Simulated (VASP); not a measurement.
Input of a VASP 6.6.1 run:

Contents of INCAR:

```
SYSTEM = AlN
ALGO = Normal
EDIFF = 1E-7
EDIFFG = -0.005
ENCUT = 600
GGA = PE
IBRION = 2
ISIF = 3
ISMEAR = 0
IVDW = 12
LASPH = .TRUE.
LCHARG = .FALSE.
LREAL = .FALSE.
LWAVE = .FALSE.
NELM = 80
NSW = 90
PREC = Accurate
SIGMA = 0.02
```

File KPOINTS:

```
k-points
0
G
  10 10 10
  0 0 0
```

Contents of POSCAR:

```
AlN
1.0
    0.0000000000      2.0345180000      2.0345180000
    2.0345180000      0.0000000000      2.0345180000
    2.0345180000      2.0345180000      0.0000000000
Al N
1 1
Direct
    0.5000000000      0.5000000000      0.5000000000
    0.0000000000      0.0000000000      0.0000000000
```

Potentials or basis: VASP PAW PBE potentials, release 64 (Al, N).

Launch:

```bash
$ cat potpaw_PBE.64/Al/POTCAR potpaw_PBE.64/N/POTCAR > POTCAR
$ mpirun -np 1 vasp_std > vasp.out
```

(1) What does it give for the band gap on the k mesh?

(2) Predict the space group after relaxing (to 0.05 Å).

(3) Predict the dispersion energy per atom.

(4) What does it give for the relaxed volume?

Answers

(1) 4.68 eV, indirect (least direct gap 5.79 eV).

(2) Fm-3m (No. 225).

(3) -0.342 eV.

(4) 8.20 Å³/atom.
